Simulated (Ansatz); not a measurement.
# SiNi2 (P6_3/mmc) in Ansatz: settings compared

One crystal, SiNi2, is run at these levels: PBE, PBEsol; tasks: relaxation of cell and atoms, single point.

Everything below comes from runs of Ansatz 0.2.0. Logs are shortened: lines on timing, memory, paths and dates and some standing lists are left out, and cuts for length are marked.

### 1 The structure

Symmetry: P6_3/mmc, No. 194, hexagonal system. The conventional cell has a = 3.836 Å, b = 3.836 Å, c = 4.948 Å, α = 90.00°, β = 90.00°, γ = 120.00°. Around Ni (site symmetry -6m2) lie 5 Si at 2.21 to 2.47 Å and 6 Ni at 2.54 Å. Ni (site symmetry -3m) has 8 Ni at 2.47 to 2.54 Å and 6 Si at 2.54 Å as nearest neighbours. Around Si (site symmetry -6m2) lie 11 Ni at 2.21 to 2.54 Å.

### 2 Relaxation of cell and atoms, PBE, collinear spin, ferromagnetic start, target pressure 20 GPa, at which the enthalpy is minimised

input.yaml reads:

```yaml
crystal:
  lattice:
    - [3.836, 0.0, 0.0]
    - [-1.918, 3.3220734489, 0.0]
    - [0.0, 0.0, 4.948]
  atoms:
    - { symbol: Ni, position: [0.6666666667, 0.3333333333, 0.75], spin: 1.0 }
    - { symbol: Ni, position: [0.3333333333, 0.6666666667, 0.25], spin: 1.0 }
    - { symbol: Ni, position: [0.0, 0.0, 0.5], spin: 1.0 }
    - { symbol: Ni, position: [0.0, 0.0, 0.0], spin: 1.0 }
    - { symbol: Si, position: [0.6666666667, 0.3333333333, 0.25] }
    - { symbol: Si, position: [0.3333333333, 0.6666666667, 0.75] }
hamiltonian:
  xc: pbe
  pseudopotentials: { kind: paw }
magnetization:
  spin_polarized: true
kpoints:
  mp_grid: { grid: [6, 6, 5] }
scf:
  occupations: { method: fermi_dirac, width: 0.05 }
output:
  forces: true
  stress: true
  eigenvalues: true
  write_density: true
  write_potential: true
  elf: true
  volumetric_format: npy
relax:
  f_tol: 0.01
  max_steps: 40
  cell: { stress_tol: 0.05, p_target: 20.0 }
```

Potentials or basis: Ansatz PAW.

Command:

```console
$ ansatz run input.yaml --threads 2 --pin off --max-ram 5632MiB --backend cpu --events-out ev --progress --plain --runs-dir out
```

The log of the run:

```text
Warning: RAYON_NUM_THREADS=2 ignored (pool sized by the plan → 2); use --threads N
Engine: ansatz 0.2.0, aarch64-unknown-linux-gnu
Pseudopotentials: kind: paw
Pseudopotential: Ni, paw, valence charge 18, recommended cutoff 420 eV (normal), Ni.paw.azcp
Pseudopotential: Si, paw, valence charge 4, recommended cutoff 420 eV (normal), Si.paw.azcp
Functional definition: PBE
  parameter kappa = 0.804
  parameter beta = 0.06672455060314922
  exchange = pbe_x(kappa = kappa, mu = beta*pi^2/3)
  correlation = pbe_c(beta = beta)
Crystal: 6 atoms, lattice volume = 63.055 Å³
Basis set: ecut = 420 eV, 1229 PW (Γ), exchange–correlation on 54×54×72 points (8 copies of the dense FFT grid, shifted against one another)
Bands: 51, of which v1, the nominal top of the filled ones, is band 40 counted from 1 (39 counted from 0)
Symmetry: 24 space group operations
Space group: P63/mmc (ITA 194), of the structure as read, at distance tolerance 4.0e-5 Å
Magnetic group: BNS 194.263 (UNI 1493), of the structure as read, at distance tolerance 4.0e-5 Å
k-points: 21 of 180
Non-local potential: Ni, projectors of the file, l = 0: 3, l = 1: 2, l = 2: 3, l = 3: 1
Non-local potential: Si, projectors of the file, l = 0: 2, l = 1: 2, l = 2: 2
PAW form: soft (Blöchl's): semilocal exchange-correlation on the pseudo side does not see the compensation charge
PAW one-centre angular grid: Ni, 590 points (default); XC on 64 Gauss nodes
PAW one-centre angular grid: Si, 110 points (default); XC on 64 Gauss nodes
Initial density: superposition of atomic densities (chi_scale 0.1, normalization cell)
Starting moments: Σ|m| = 4 μB on 4 of 6 sites
Initial wavefunctions: pseudopotential atomic-orbital guess
Functional: x = pbe(κ = 0.804, μ = 0.2195149727645171), c = pbe(β = 0.06672455060314922)
SCF iter   1: F=—  HF=-24626.615614 eV  |F-HF|=—  |Δ(HF+E_count)|=         —  Δρ=7.37e-2 (↑7.37e-2 ↓2.97e-2)  dr2=2.82e0  dr2_m=7.69e-1  M=2.157 μB ∫|m|=2.765 μB  β_m=0.30  ethr=3.10e-3  ⟨swp⟩=6.5  Hψ=7772  notcnv=0  defer=7
Mixer restart at iter 1: flushing history
preconditioner: auto → Kerker (q_TF=auto, 2.839 Å⁻¹)  [metal: Δε(μ)=0.022 eV  Ē_g=8.339 eV  σ=0.050 eV  W_gap=0.11  n_scr=22 (ndim 8)  ℏωp=32.4 eV  f_vac=0.000  D(μ)=3.05/eV (n_scr^D=22)]
spin=Collinear: Kerker preconditioning applied to the charge; magnetization (m = ρ↑ − ρ↓) channel mixes plain (no charge-response kernel on spin).
SCF iter   2: F=—  HF=-24626.516013 eV  |F-HF|=—  |Δ(HF+E_count)|=   9.96e-2  Δρ=5.42e-2 (↑2.64e-2 ↓5.42e-2)  dr2=7.05e-1  dr2_m=8.03e-1  M=1.823 μB ∫|m|=2.338 μB  β_m=0.34  ethr=3.10e-3  ⟨swp⟩=2.0  Hψ=3393  notcnv=0  defer=143
SCF iter   3: F=—  HF=-24629.328623 eV  |F-HF|=—  |Δ(HF+E_count)|=    2.81e0  Δρ=5.03e-2 (↑2.42e-2 ↓5.03e-2)  dr2=6.53e-1  dr2_m=7.25e-1  M=1.540 μB ∫|m|=1.991 μB  β_m=0.23  ethr=8.81e-4  ⟨swp⟩=2.2  Hψ=3184  notcnv=0  defer=143
SCF iter   4: F=—  HF=-24631.005899 eV  |F-HF|=—  |Δ(HF+E_count)|=    1.68e0  Δρ=4.19e-2 (↑2.36e-2 ↓4.19e-2)  dr2=4.22e-1  dr2_m=5.74e-1  M=1.293 μB ∫|m|=1.680 μB  β_m=0.19  ethr=8.17e-4  ⟨swp⟩=2.4  Hψ=3149  notcnv=0  defer=143
SCF iter   5: F=—  HF=-24631.957217 eV  |F-HF|=—  |Δ(HF+E_count)|=   9.51e-1  Δρ=2.95e-2 (↑2.95e-2 ↓2.28e-2)  dr2=1.67e-1  dr2_m=3.43e-1  M=1.016 μB ∫|m|=1.327 μB  β_m=0.36  ethr=5.27e-4  ⟨swp⟩=2.6  Hψ=3360  notcnv=0  defer=148
[... 78 lines left out ...]
SCF iter   9: F=—  HF=-24633.231087 eV  |F-HF|=—  |Δ(HF+E_count)|=  6.26e-10  Δρ=1.79e-7 (↑1.79e-7 ↓1.79e-7)  dr2=5.47e-11  dr2_m=9.13e-17  M=0.000 μB ∫|m|=0.000 μB  β_m=0.96  ethr=1.00e-12  ⟨swp⟩=2.0  Hψ=3431  notcnv=0
SCF iter  10: F=—  HF=-24633.231087 eV  |F-HF|=—  |Δ(HF+E_count)|=  4.00e-11  Δρ=1.79e-7 (↑1.79e-7 ↓1.79e-7)  dr2=6.40e-11  dr2_m=7.36e-18  M=-0.000 μB ∫|m|=0.000 μB  β_m=0.94  ethr=1.00e-12  ⟨swp⟩=1.0  Hψ=2142  notcnv=0
SCF iter  11: F=-24633.231087 eV  HF=-24633.231087 eV  |F-HF|=3.64e-12  |Δ(HF+E_count)|=    0.00e0  Δρ=4.66e-8 (↑4.66e-8 ↓4.66e-8)  dr2=4.23e-12  dr2_m=8.26e-19  M=-0.000 μB ∫|m|=0.000 μB  ethr=1.00e-12  ⟨swp⟩=4.0  Hψ=8731  notcnv=0
the starting moments were not kept: the SCF closed with an absolute magnetisation of 1.1e-9 μB, where they sum to 4 μB in size (4 sites). That is at most 0.1 of that sum. Measured as dr2_m measures the in/out step, that magnetisation stands 7.1e-19 eV from none, at or under the dr2_threshold of 6.0e-11 eV: it is no larger than a step whose dr2_m would equal this threshold.
SCF 5 converged in 11 iterations: F = -24633.231087 eV  dr2 = 4.23e-12
relax step   5: F+E_penalty+E_count = -24633.23108676 eV  Δ(F+E_penalty+E_count) = +9.010e-4 eV  max|allowed force component| = 2.220e-16 eV/Å  Δτ_max = 0.0000 Å  P = +20.018 GPa  Ω = 60.932 Å³  stress off target by 3.23e-2 GPa  SCF on the basis re-selected at this cell (its energy is not comparable with the rows above)  (11 SCF iters)
basis re-selected at this cell: Δ(F+E_penalty+E_count) = +9.010e-4 eV, ΔP = +0.015 GPa vs the last step (what re-selecting the basis moved, of the pressure what is left beyond the Pulay correction that the steps carried, after the strain that the cell walked since its last selection, with what the two solves' SCF thresholds leave and, on support functions, any second-order correction that the steps lacked; it is no measure of the basis error at this ecutwfc). This SCF's stress stands 3.23e-2 GPa from its target on what of the cell is left free (relax.cell.stress_tol is 5.00e-2 GPa) and its largest allowed force component is 2.22e-16 eV/Å (relax.f_tol is 1.00e-2 eV/Å): within both
SCF converged after 11 iterations
Magnetization: -0.0000 μB (40.0000 up, 40.0000 down)
Absolute magnetization: 0.0000 μB (∫|ρ↑−ρ↓|, with the PAW one-centre terms)
Spin contamination: 0.0000 ħ² per cell (⟨S²⟩ above its minimum at these occupations)
Per-site moments (μB) at R_I (Å): [(-1.1542431264156972e-10, 0.9093010197644558), (-1.1542436115841861e-10, 0.9093010197644558), (-2.6755645455302534e-10, 0.9954473315811937), (-2.675566961097157e-10, 0.9954473315811937), (-3.3727172813243e-11, 0.9093010197644558), (-3.3727241991402595e-11, 0.9093010197644558)]
Free energy (F): -24633.231087 eV
Harris-Foulkes:  -24633.231087 eV  (|F-HF|=3.64e-12)
Internal energy: -24633.208086 eV  (E = F + TS)
E sigma→0 (E₀):  -24633.219587 eV
Entropy (-TS):   -0.023000 eV (-3.833 meV/atom)
Fermi energy:    18.768272 eV
--- Per-component energies (eV) ---
  E_band       = -1033.074521
  E_kinetic    = 1238.721162
  E_local      = -15508.450173  (includes V_loc(G=0)·N_el)
  E_nonlocal   = 2597.233329
  E_hartree    = 6651.767796
  E_xc         = -460.439783
  E_vxc        = -545.703741  (∫ρ·V_xc dr)
  E_paw        = -7551.169649  (= ΣΔE_a)
  E_vpaw       = -2118.413152  (= ΣTr[D̂ρ^β])
  E_aug_tail   = 0.002202  (compensation charges beyond the density's cutoff)
  E_ewald      = -11600.872971
  E_smearing   = -0.023000  (= −TS)
  E_closure    = 0.000000  (closes the sum)
  Σ components = -24633.231087   (vs F -24633.231087, Δ=0.00e0)
--- Forces (eV/Å), atoms counted from 1 ---
  atom   1  Ni     0.00000000     0.00000000     0.00000000
  atom   2  Ni     0.00000000    -0.00000000    -0.00000000
  atom   3  Ni     0.00000000    -0.00000000     0.00000000
  atom   4  Ni     0.00000000     0.00000000     0.00000000
  atom   5  Si     0.00000000     0.00000000     0.00000000
  atom   6  Si     0.00000000    -0.00000000    -0.00000000
  max |Σ_I F_I| component: 5.55e-17 eV/Å
--- Stress (GPa, compression-positive) ---
       20.032265       0.000000       0.000000
        0.000000      20.032265      -0.000000
        0.000000      -0.000000      19.988622
  P = ⅓ Tr σ = 20.0177 GPa (200.177 kbar)
--- Band table (eV; the first three rows and the last of 42) ---
  k-point 0 ↑: bands = ["-84.9014", "-84.9001", "-84.6451", "-84.6288", "-45.3760", "-45.3760", "-45.3702", "-45.3702", "-45.2431", "-45.2383", "-45.1582", "-45.0403", "-45.0403", "-45.0324", "-45.0324", "-44.9909", "5.5588", "10.2843", "11.8969", "13.2687", "13.2687", "14.5217", "14.5217", "14.5490", "14.6619", "14.6619", "15.2359", "15.2359", "16.6005", "16.6005", "16.7365", "17.2963", "17.2963", "17.3316", "17.3316", "17.4275", "18.1211", "18.1211", "18.9743", "21.5502", "21.5502", "21.7118", "21.7791", "21.7791", "22.1691", "23.2540", "23.2540", "24.8075", "27.3035", "27.3035", "28.3928"]
  k-point 1 ↑: bands = ["-84.9013", "-84.9002", "-84.6435", "-84.6303", "-45.3754", "-45.3754", "-45.3707", "-45.3707", "-45.2431", "-45.2389", "-45.1420", "-45.0396", "-45.0396", "-45.0332", "-45.0332", "-45.0068", "5.8149", "9.2187", "12.7679", "13.3221", "13.3221", "14.1543", "14.1543", "14.5902", "14.9675", "14.9675", "15.2335", "15.2335", "16.6654", "16.7587", "16.7587", "17.2997", "17.2997", "17.3136", "17.3136", "17.4673", "17.9892", "17.9892", "19.4513", "21.7066", "21.8179", "21.8179", "21.8328", "21.8433", "21.8433", "22.9737", "22.9737", "25.1458", "25.6525", "25.6525", "28.3939"]
  k-point 2 ↑: bands = ["-84.9009", "-84.9005", "-84.6395", "-84.6344", "-45.3739", "-45.3739", "-45.3721", "-45.3721", "-45.2422", "-45.2405", "-45.1000", "-45.0485", "-45.0377", "-45.0377", "-45.0352", "-45.0352", "6.5655", "7.7503", "13.4871", "13.4871", "13.7699", "13.7699", "13.7897", "14.4455", "15.1740", "15.1740", "15.2306", "15.2306", "16.7062", "17.1208", "17.1280", "17.1280", "17.2804", "17.2804", "17.3277", "17.3277", "17.6426", "17.6426", "20.8671", "21.3912", "22.0522", "22.0522", "22.1542", "22.3908", "22.3908", "22.6921", "22.6921", "23.9349", "23.9349", "24.4285", "26.8503"]
  k-point 20 ↓: bands = ["-84.9003", "-84.9003", "-84.6400", "-84.6347", "-45.3770", "-45.3770", "-45.3753", "-45.3728", "-45.2454", "-45.2454", "-45.0947", "-45.0476", "-45.0413", "-45.0413", "-45.0275", "-45.0275", "9.5442", "9.5442", "11.8135", "11.8135", "12.0856", "12.9932", "14.5623", "14.5623", "15.3255", "15.4045", "15.6785", "15.6785", "16.0581", "16.0581", "16.2430", "16.4433", "16.9134", "16.9134", "17.3188", "17.3188", "17.3476", "17.4107", "17.4107", "17.7703", "18.6155", "18.6155", "23.7382", "23.7382", "25.9364", "25.9364", "26.2464", "26.9613", "27.4384", "27.4384", "27.8081"]
--- Relaxed structure (4 steps of the walk, 4 accepted, 1 SCFs on fresh bases) ---
  F+E_penalty+E_count = -24633.23108676 eV   max|allowed force component| = 2.220e-16 eV/Å   (the final SCF, on the basis selected at the relaxed cell)
  cell:  # Å, volume = 60.9318 Å³
    - [3.8180740984393453, -3.9597882582025965e-33, 1.5467922883603893e-35]
    - [-1.9090370492196727, 3.3065491627798407, 5.24741701457138e-34]
    - [1.995184630559675e-35, 7.930858906474708e-34, 4.826411304636092]
  atoms:
    - { symbol: Ni, position: [0.6666666666666665, 0.33333333333333326, 0.7499999999999999] }
    - { symbol: Ni, position: [0.33333333333333326, 0.6666666666666665, 0.24999999999999997] }
    - { symbol: Ni, position: [2.696419188317026e-34, 6.894445509890835e-35, 0.49999999999999994] }
    - { symbol: Ni, position: [2.852448050387584e-34, 5.203545005275274e-35, 0.0] }
    - { symbol: Si, position: [0.6666666666666665, 0.33333333333333326, 0.24999999999999997] }
    - { symbol: Si, position: [0.33333333333333326, 0.6666666666666665, 0.7499999999999999] }
```

Run time: 32 s. Hardware: 2 threads of Arm Neoverse V2, shared host; peak memory 0.43 GiB.

What came out:

```
Free energy                                            : -24633.2311 eV
Relaxed volume                                         : 10.16 Å³/atom
Relaxed cell                                           : a = 3.818 Å, b = 3.818 Å, c = 4.826 Å, α = 90.00°, β = 90.00°, γ = 120.00°
Space group after relaxing (to 0.05 Å)                 : P6_3/mmc (No. 194)
Energy change on relaxing (the enthalpy is what falls) : +31.7 meV/atom
Ionic steps                                            : 5
Pressure after relaxing                                : 20.0 GPa
Band gap on the k mesh                                 : none (metal or under the smearing width)
Net moment                                             : 0.00 μB per cell
Absolute moment                                        : 0.00 μB per cell
```

Step by step:
```tsv
step	energy change (eV)	largest force (eV/Å)	volume (Å³)
1	0.0000	0.0000	63.05
2	0.1049	0.0000	61.71
3	0.2017	0.0000	60.83
4	0.1895	0.0000	60.93
5	0.1904	0.0000	60.93
```

Final structure:
```
Ni Si
1.0
     3.81807    0.00000    0.00000
    -1.90904    3.30655    0.00000
     0.00000    0.00000    4.82641
Ni Si
4 2
Direct
  0.66667 0.33333 0.75000
  0.33333 0.66667 0.25000
  0.00000 0.00000 0.50000
  0.00000 0.00000 0.00000
  0.66667 0.33333 0.25000
  0.33333 0.66667 0.75000
```

Levels at points of the mesh, in eV from the Fermi level:
Spin up:
```
            k point  band 36  band 37  band 38  band 39  band 40  band 41  band 42  band 43  band 44  band 45
 (0.00, 0.00, 0.00)    -1.34    -0.65    -0.65     0.21     2.78     2.78     2.94     3.01     3.01     3.40
(0.00, -0.50, 0.00)    -1.59    -1.40    -1.29    -1.08    -0.71    -0.56     1.42     1.97     3.17     3.99
```
Spin down:
```csv
k point,band 37,band 38,band 39,band 40,band 41,band 42,band 43,band 44
"(0.00, 0.00, 0.00)",-0.65,-0.65,0.21,2.78,2.78,2.94,3.01,3.01
"(0.00, -0.50, 0.00)",-1.40,-1.29,-1.08,-0.71,-0.56,1.42,1.97,3.17
```

Caveat: the plane-wave basis is chosen anew once the cell has moved, so the energies of steps on either side of that aren't comparable; the starting moments weren't kept.

### 3 Relaxation of cell and atoms, PBE, collinear spin, ferromagnetic start, target pressure 30 GPa, at which the enthalpy is minimised

input.yaml: that of step 2 with these lines changed.

```diff
@@ -32,2 +32,2 @@
   max_steps: 40
-  cell: { stress_tol: 0.05, p_target: 20.0 }
+  cell: { stress_tol: 0.05, p_target: 30.0 }
```

Potentials or basis: Ansatz PAW.

Command:

```console
$ ansatz run input.yaml --threads 2 --pin off --max-ram 5632MiB --backend cpu --events-out ev --progress --plain --runs-dir out
```

The log of the run:

```text
Warning: RAYON_NUM_THREADS=2 ignored (pool sized by the plan → 2); use --threads N
Engine: ansatz 0.2.0, aarch64-unknown-linux-gnu
Pseudopotentials: kind: paw
Pseudopotential: Ni, paw, valence charge 18, recommended cutoff 420 eV (normal), Ni.paw.azcp
Pseudopotential: Si, paw, valence charge 4, recommended cutoff 420 eV (normal), Si.paw.azcp
Functional definition: PBE
  parameter kappa = 0.804
  parameter beta = 0.06672455060314922
[... 169 lines left out ...]
  k-point 1 ↑: bands = ["-84.2453", "-84.2439", "-83.9846", "-83.9691", "-44.7234", "-44.7234", "-44.7173", "-44.7173", "-44.5946", "-44.5896", "-44.4921", "-44.3825", "-44.3825", "-44.3757", "-44.3757", "-44.3374", "6.2786", "9.7810", "13.3285", "13.8436", "13.8436", "14.6989", "14.6989", "15.1359", "15.5307", "15.5307", "15.7999", "15.7999", "17.3022", "17.4050", "17.4050", "17.9715", "17.9715", "17.9916", "17.9916", "18.1502", "18.6931", "18.6931", "20.2467", "22.5786", "22.5794", "22.5794", "22.6687", "22.6687", "22.6817", "23.8321", "23.8321", "26.1243", "26.4972", "26.4972", "29.4032"]
  k-point 2 ↑: bands = ["-84.2448", "-84.2443", "-83.9798", "-83.9739", "-44.7214", "-44.7214", "-44.7191", "-44.7191", "-44.5935", "-44.5915", "-44.4441", "-44.3851", "-44.3804", "-44.3804", "-44.3778", "-44.3778", "7.0515", "8.2704", "14.0126", "14.0126", "14.3028", "14.3028", "14.3521", "15.0022", "15.7435", "15.7435", "15.7991", "15.7991", "17.3485", "17.7831", "17.7898", "17.7898", "17.9531", "17.9531", "18.0036", "18.0036", "18.3311", "18.3311", "21.7653", "22.2735", "22.8752", "22.8752", "22.9725", "23.1711", "23.1711", "23.5353", "23.5353", "24.7539", "24.7539", "25.3190", "27.8614"]
  k-point 20 ↓: bands = ["-84.2440", "-84.2440", "-83.9806", "-83.9743", "-44.7254", "-44.7254", "-44.7232", "-44.7198", "-44.5972", "-44.5972", "-44.4374", "-44.3850", "-44.3850", "-44.3839", "-44.3682", "-44.3682", "10.1105", "10.1105", "12.3449", "12.3449", "12.6295", "13.5454", "15.1265", "15.1265", "15.9057", "15.9915", "16.2710", "16.2710", "16.6670", "16.6670", "16.8707", "17.0953", "17.5598", "17.5598", "17.9947", "17.9947", "18.0281", "18.0878", "18.0878", "18.4715", "19.3554", "19.3554", "24.6656", "24.6656", "26.8471", "26.8471", "27.1935", "27.8921", "28.3554", "28.3554", "28.7139"]
--- Relaxed structure (5 steps of the walk, 5 accepted, 1 SCFs on fresh bases) ---
  F+E_penalty+E_count = -24632.93278259 eV   max|allowed force component| = 3.331e-16 eV/Å   (the final SCF, on the basis selected at the relaxed cell)
  cell:  # Å, volume = 59.0108 Å³
    - [3.7813661876111224, 5.939682387303896e-33, 1.9180224375668826e-33]
    - [-1.8906830938055612, 3.2747591794827455, -9.590112187834413e-34]
    - [2.4740289418939967e-33, 6.665823838347793e-87, 4.7654410181073725]
  atoms:
    - { symbol: Ni, position: [0.6666666666666666, 0.3333333333333333, 0.7499999999999999] }
    - { symbol: Ni, position: [0.3333333333333333, 0.6666666666666666, 0.25] }
    - { symbol: Ni, position: [2.332635519476829e-34, -4.1467321898905477e-35, 0.5] }
    - { symbol: Ni, position: [2.59799992714569e-34, -8.253204843956917e-35, 1.6472184286297693e-83] }
    - { symbol: Si, position: [0.6666666666666666, 0.3333333333333333, 0.25] }
    - { symbol: Si, position: [0.3333333333333333, 0.6666666666666666, 0.7499999999999999] }
```

Wall time 37 s (2 threads of Arm Neoverse V2, shared host); peak memory 0.43 GiB.

What came out:

```yaml
Free_energy: -24632.9328 eV
Relaxed_volume: 9.84 Å³/atom
Relaxed_cell: a = 3.781 Å, b = 3.781 Å, c = 4.765 Å, α = 90.00°, β = 90.00°, γ = 120.00°
Space_group_after_relaxing_to_0.05_Å: P6_3/mmc (No. 194)
Energy_change_on_relaxing_the_enthalpy_is_what_falls: +81.4 meV/atom
Ionic_steps: 6
Pressure_after_relaxing: 30.0 GPa
Band_gap_on_the_k_mesh: none (metal or under the smearing width)
Net_moment: 0.00 μB per cell
Absolute_moment: 0.00 μB per cell
```

The path:
```csv
step,energy change (eV),largest force (eV/Å),volume (Å³)
1,0.0000,0.0000,63.05
2,0.2796,0.0000,60.29
3,0.5231,0.0000,58.82
4,0.4856,0.0000,59.02
5,0.4868,0.0000,59.01
6,0.4887,0.0000,59.01
```

Final structure:
```yaml
crystal:
  lattice:
    - [3.78137, 0.00000, 0.00000]
    - [-1.89068, 3.27476, 0.00000]
    - [0.00000, 0.00000, 4.76544]
  atoms:
    - { symbol: Ni, position: [0.66667, 0.33333, 0.75000] }
    - { symbol: Ni, position: [0.33333, 0.66667, 0.25000] }
    - { symbol: Ni, position: [0.00000, 0.00000, 0.50000] }
    - { symbol: Ni, position: [0.00000, 0.00000, 0.00000] }
    - { symbol: Si, position: [0.66667, 0.33333, 0.25000] }
    - { symbol: Si, position: [0.33333, 0.66667, 0.75000] }
```

Caveat: the plane-wave basis is chosen anew once the cell has moved, so the energies of steps on either side of that aren't comparable; the starting moments weren't kept.

[end of part 1 of 2]
